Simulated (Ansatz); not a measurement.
The system is MoS2.

```
Mo S
1.0
     1.58000    0.91221    6.15000
    -1.58000    0.91221    6.15000
     0.00000   -1.82443    6.15000
Mo S
1 2
Direct
  0.00000 0.00000 0.00000
  0.41700 0.41700 0.41700
  0.25000 0.25000 0.25000
```

Measurements of this composition are mostly on another form, of space group No. 194.

| Item | Value |
| --- | --- |
| Program | Ansatz 0.2.0 |
| Task | relaxation of cell and atoms |
| Functional | r2SCAN |
| Potentials or basis | Ansatz PAW |
| Cutoff | 500 eV (not typed: the program's choice for these potentials) |
| k mesh | 10 × 10 × 10 |
| Occupations | fermi-dirac, width 0.05 eV |
| Spin | no spin polarisation |
| Hubbard terms | Mo d U = 1 eV |

At the start: volume 17.73 Å³/atom.

Question: Where does the relaxation end?

Answer: It ends after 7 steps and the volume is 19.02 Å³/atom (+7.3 %); space group R3m (No. 160, to 0.05 Å).

The path:
| step | energy change (eV) | largest force (eV/Å) | volume (Å³) |
| --- | --- | --- | --- |
| 1 | 0.0000 | 0.3600 | 53.18 |
| 2 | -0.0139 | 0.2349 | 57.43 |
| 3 | -0.0264 | 0.0447 | 56.55 |
| 4 | -0.0270 | 0.0021 | 56.69 |
| 5 | -0.0271 | 0.0061 | 56.92 |
| 6 | -0.0271 | 0.0027 | 57.06 |
| 7 | -0.0280 | 0.0027 | 57.06 |

Final structure:
```
CELL_PARAMETERS angstrom
1.59262 0.91950 6.49437
-1.59262 0.91950 6.49437
0.00000 -1.83900 6.49437
ATOMIC_POSITIONS crystal
Mo 0.00011 0.00011 0.00011
S 0.41311 0.41311 0.41311
S 0.25378 0.25378 0.25378
```

Caveat: the plane-wave basis is chosen anew once the cell has moved, so the energies of steps on either side of that aren't comparable; the PAW data sets come from PBE, with cores solved anew for the run's functional, which leaves a small shift of forces and pressure.
